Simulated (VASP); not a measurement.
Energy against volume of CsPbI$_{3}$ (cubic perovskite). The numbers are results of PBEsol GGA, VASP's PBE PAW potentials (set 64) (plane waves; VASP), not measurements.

```
V (Å³/atom)  E (eV/atom)
-----------  -----------
44.986          -2.97855
46.421          -2.99189
47.857          -2.99897
49.293          -3.00077
50.729          -2.99811
```

Problem. Fit a third-order Birch-Murnaghan equation of state.

Solution. 
| Quantity | Result |
|---|---|
| volume per atom | 49.12 Å³/atom |
| bulk modulus | 17.3 GPa |
| pressure derivative of the bulk modulus | 4.78 |
| lattice constant a | 6.262 Å |

The compound is CsPbI3 in the cubic perovskite structure, the ideal cubic form; the compound distorts at low or room temperature. It was relaxed first.
